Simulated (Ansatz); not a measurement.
## CdTe: pressure against volume

CdTe, F-43m, a = 6.617 Å. Ansatz: PBE, PAW, 420 eV, Γ-centred 10×10×10 mesh on 2 atoms, Gaussian smearing 0.02 eV; no spin polarisation. Symmetry fixes shape and atoms, so the cell is only scaled; pressure is positive in compression.

| V (Å³/atom) | P (GPa) |
| --- | --- |
| 31.875 | ? |
| 32.962 | 4.17 |
| 34.048 | 2.54 |
| 35.135 | 1.17 |
| 36.222 | 0.01 |
| 37.308 | -0.96 |
| 38.395 | -1.77 |
| 39.844 | -2.66 |

Take V0 = 36.222 Å³/atom, count pressures from its P0 = 0.01 GPa, fit the third-order Birch–Murnaghan form to the other rows, and predict the missing pressure.

With the Eulerian strain f = ½[(V0/V)^(2/3) − 1] and y = (P − P0)/[3f(1 + 2f)^(5/2)], the form is the line y = B0 + 1.5 B0 (B0′ − 4) f. Rows (f, y): 0.03245, 36.5; 0.02106, 36.1; 0.01026, 35.8; -0.00975, 34.8; -0.01905, 34.3; -0.03078, 33.9. Means f = 0.0006983, y = 35.233; Σ(Δf)² = 0.003004, ΣΔfΔy = 0.1282; the slope is their ratio. y = 35.20 + 42.68 f GPa, so B0 = 35.2 GPa and B0′ = 4 + 2 × (42.68)/(3 × 35.20) = 4.81. At V = 31.875, f = 0.04448, y = 37.10 and P = 6.14 GPa. The run gave 6.12 GPa, so the fit is 0.02 GPa too high, a small miss on the scale of the series.